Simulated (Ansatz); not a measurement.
Runs of Ansatz 0.2.0 on Pb. The typed cell holds 1 atom: a = 3.476 Å, b = 3.523 Å, c = 3.499 Å, α = 59.64°, β = 59.57°, γ = 60.06°. 

```csv
level,cutoff (eV),gap on the mesh (eV),pressure (GPa)
PBEsol,420,none,-0.7
RPBE,420,none,3.9
r2SCAN,500,none,(a)
BLYP,420,none,(b)
revPBE,420,none,3.4
LDA,420,none,-2.2
```

Alike in all rows: task band structure; potentials or basis Ansatz PAW; no spin polarisation; cell sheared at random, sigma 0.01, atoms nudged by 0.01 Å; k mesh 5 × 5 × 5; smearing fermi-dirac 0.05 eV; the mesh is coarse, so values aren't converged.

Q: Estimate the missing entries.

A: (a) 1.1; (b) 5.9.

Caveats: all runs use coarse meshes; spin-orbit coupling is left out, which moves the levels of the heavy elements; the PAW data sets come from PBE, with cores solved anew for the run's functional, which leaves a small shift of forces and pressure.

A k mesh can miss the band edges, and the runs leave out spin-orbit coupling on Pb.

A gap of «none» marks a metal or a gap under the smearing width.

Runs at the PBE level aren't shown here.
